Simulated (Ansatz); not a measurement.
# Relaxing RbBr

Method: Ansatz 0.2.0, DFT PBE, scalar-relativistic, plane waves, PAW.

The start is a database structure of RbBr, space group Pm-3m (No. 221).

Input of the last, converged step (default PAW datasets):

```yaml
crystal:
  lattice:
    - [4.1260773, 0.0, 0.0]
    - [0.0, 4.1260773, 0.0]
    - [0.0, 0.0, 4.1260773]
  atoms:
    - { symbol: Rb, position: [0.0, 0.0, 0.0] }
    - { symbol: Br, position: [0.5, 0.5, 0.5] }
basis:
  ecutwfc: 420
kpoints:
  mp_grid: { grid: [6, 6, 6] }
hamiltonian:
  xc: pbe
scf:
  occupations: { method: gaussian, width: 0.02 }
output:
  forces: true
  stress: true
  eigenvalues: true
relax:
  adjacent_minimum: "off"
  f_tol: 0.01
  max_steps: 80
  cell: { stress_tol: 0.05 }
```

Launched as:

```bash
ansatz run input.yaml --threads 1 --pin off --max-ram 2560MiB --backend cpu --events-out ev --progress --plain --runs-dir out
```

Time: 4.7 s on 1 thread of Arm Neoverse V2 (shared host), peak memory 0.3 GiB.

The program printed at the end:

```
SCF converged after 5 iterations
Free energy (F): -6053.960296 eV
Harris-Foulkes:  -6053.960296 eV  (|F-HF|=1.27e-11)
Internal energy: -6053.960296 eV  (E = F + TS)
E sigma→0 (E₀):  -6053.960296 eV
Fermi energy:    4.321019 eV
--- Per-component energies (eV) ---
  E_band       = -97.219276
  E_kinetic    = 326.560084
  E_local      = -735.704440  (includes V_loc(G=0)·N_el)
  E_nonlocal   = 243.193151
  E_hartree    = 179.451048
  E_xc         = -396.028699
  E_vxc        = -241.676749  (∫ρ·V_xc dr)
  E_paw        = -4864.557495  (= ΣΔE_a)
  E_vpaw       = -48.493439  (= ΣTr[D̂ρ^β])
  E_aug_tail   = -0.000001  (compensation charges beyond the density's cutoff)
  E_ewald      = -806.873945
  E_smearing   =  0.000000  (= −TS)
  E_closure    =  0.000000  (closes the sum)
  Σ components = -6053.960296   (vs F -6053.960296, Δ=0.00e0)
--- Forces (eV/Å), atoms counted from 1 ---
  atom   1  Rb     0.00000000     0.00000000     0.00000000
  atom   2  Br     0.00000000     0.00000000     0.00000000
  max |Σ_I F_I| component: 2.17e-30 eV/Å
--- Stress (GPa, compression-positive) ---
        0.038117       0.000000       0.000000
        0.000000       0.038117       0.000000
        0.000000       0.000000       0.038117
  P = ⅓ Tr σ = 0.0381 GPa (0.381 kbar)
--- Relaxed structure (3 steps of the walk, 3 accepted, 1 SCFs on fresh bases) ---
  F+E_penalty+E_count = -6053.96029609 eV   max|allowed force component| = 1.019e-30 eV/Å   (the final SCF, on the basis selected at the relaxed cell)
  cell:  # Å, volume = 73.7130 Å³
    - [4.192902, 0.000000, 0.000000]
    - [0.000000, 4.192902, 0.0]
    - [0.000000, 0.0, 4.192902]
  atoms:
    - { symbol: Rb, position: [0.000000, 0.000000, 0.000000] }
    - { symbol: Br, position: [0.5, 0.500000, 0.5] }
```

Total energies depend on the potentials used, so only differences within one code and one set of settings carry meaning.

The result has space group Pm-3m (No. 221). Rb has 8 Br at 3.63 Å and 6 Rb at 4.19 Å; Br is coordinated by 8 Rb at 3.63 Å and 6 Br at 4.19 Å.

Against the elements it lies at -1.715 eV/atom. Energies over the elements count from the elements' standard structures at the same level, with no empirical corrections.

Symmetry constrained the relaxation, so the result can be a saddle point.